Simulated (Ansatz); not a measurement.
CaO (zincblende): gap against strain (biaxial in x and y, z held)

CaO built on the zincblende prototype, relaxed with r2SCAN in Ansatz 0.2.0, then strained (biaxial in x and y, z held; changes of length per length, axes as in the cell below) with the atoms relaxed again within the symmetry that is left. Space group F-43m (No. 216), cubic; conventional cell a = 5.213 Å, 17.71 Å³ an atom. Ca is surrounded by 4 O at 2.26 Å; O is surrounded by 4 Ca at 2.26 Å. No spin polarisation and no zero-point or thermal motion; the cell was built from a prototype and may be hypothetical.

```
CELL_PARAMETERS angstrom
0.00000 2.60673 2.60673
2.60673 0.00000 2.60673
2.60673 2.60673 0.00000
ATOMIC_POSITIONS crystal
Ca 0.00000 0.00000 0.00000
O 0.25000 0.25000 0.25000
```

Gaps are the least over each mesh (PBE 8×8×8, r2SCAN 8×8×8, HSE06 6×6×6 when unstrained) and the special points, which keep their unstrained names; stress is the change from the unstrained cell, compression positive.

```csv
strain (%),"gap, PBE (eV)","gap, r2SCAN (eV)","gap, HSE06 (eV)","edges, HSE06","in-plane stress, r2SCAN (GPa)","energy rise, r2SCAN (meV/atom)"
-5.09,3.652,4.085,5.082,X → Γ,+10.55,53.3
-1.3,3.415,3.841,4.817,X → Γ,+2.32,3.2
-1.05,3.400,3.826,4.800,X → Γ,+1.86,2.0
-0.87,3.388,3.814,4.788,X → Γ,+1.53,1.4
-0.75,3.381,3.807,4.780,X → Γ,+1.31,1.0
-0.47,3.364,3.790,4.760,X → Γ,+0.81,0.4
0.0,3.333,3.759,4.728,X → Γ,0.00,0.0
+5.38,2.932,3.352,4.271,X → Γ,-7.44,49.4
```

Q: Estimate the row for a strain of -4.95 %.

A:
```csv
strain (%),"gap, PBE (eV)","gap, r2SCAN (eV)","gap, HSE06 (eV)","edges, HSE06","in-plane stress, r2SCAN (GPa)","energy rise, r2SCAN (meV/atom)"
-4.95,3.643,4.076,5.072,X → Γ,+10.20,50.3
```

Between zero and the nearest strains the slope of the HSE06 gap against strain is -0.068 eV per percent for negative and -0.085 for positive strain. With r2SCAN the edges change from X → Γ (indirect) to W → Γ (indirect) between -0.47 and 0.0 %. With r2SCAN the edges change from W → Γ (indirect) to X → Γ (indirect) between 0.0 and +5.38 %. With PBE the edges change from W → Γ (indirect) to X → Γ (indirect) between 0.0 and +5.38 %.

The meshes of the hybrids are coarse, so their gaps aren't converged to the digits shown.
